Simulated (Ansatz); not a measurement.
## Relaxing MgO

The calculation used Ansatz 0.2.0, DFT PBE, scalar-relativistic, plane waves, PAW. Cutoff 420 eV, Γ-centred k mesh, Gaussian smearing, no spin polarisation in the final step.

A relaxed cell is given with its space group left out.

```yaml
crystal:
  lattice:
    - [1.49793, 0.86483, 19.97483]
    - [-1.49793, 0.86483, 19.97483]
    - [0.00000, -1.72966, 19.97483]
  atoms:
    - { symbol: Mg, position: [0.37563, 0.37563, 0.37563] }
    - { symbol: Mg, position: [0.62437, 0.62437, 0.62437] }
    - { symbol: Mg, position: [0.79230, 0.79230, 0.79230] }
    - { symbol: Mg, position: [0.20770, 0.20770, 0.20770] }
    - { symbol: Mg, position: [0.91540, 0.91540, 0.91540] }
    - { symbol: Mg, position: [0.08460, 0.08460, 0.08460] }
    - { symbol: Mg, position: [0.50000, 0.50000, 0.50000] }
    - { symbol: Mg, position: [0.00000, 0.00000, 0.00000] }
    - { symbol: O, position: [0.14615, 0.14615, 0.14615] }
    - { symbol: O, position: [0.85385, 0.85385, 0.85385] }
    - { symbol: O, position: [0.43845, 0.43845, 0.43845] }
    - { symbol: O, position: [0.56155, 0.56155, 0.56155] }
    - { symbol: O, position: [0.31288, 0.31288, 0.31288] }
    - { symbol: O, position: [0.68712, 0.68712, 0.68712] }
    - { symbol: O, position: [0.26919, 0.26919, 0.26919] }
    - { symbol: O, position: [0.73081, 0.73081, 0.73081] }
```

The zero of energy is the elements' standard structures at the same level (O₂ as a molecule); no fitted shifts are applied.

What space group does it have?

R-3m (No. 166). Conventional cell: a = 2.996 Å, c = 59.924 Å. Around Mg on Wyckoff site c (2 atoms of the primitive cell) lie 6 O at 2.17 Å; around Mg on Wyckoff site c (2 atoms of the primitive cell) lie 6 O at 2.12 Å; Mg on Wyckoff site c (2 atoms of the primitive cell) has 6 O at 2.12 Å; Mg on Wyckoff site b (1 atom of the primitive cell) is coordinated by 6 O at 2.12 Å.

What is its formation energy per atom?

-2.625 eV/atom.

Is it a metal?

No, the gap on the 12×12×12 mesh is 3.88 eV.

The final run used a 12×12×12 mesh on its 16-atom cell and 0.02 eV smearing.

This form isn't the usual stable structure of the compound.

Cost: 2 runs of about 4.2 core-minutes in all, on Intel Xeon 6975P-C (Granite Rapids) (shared hosts).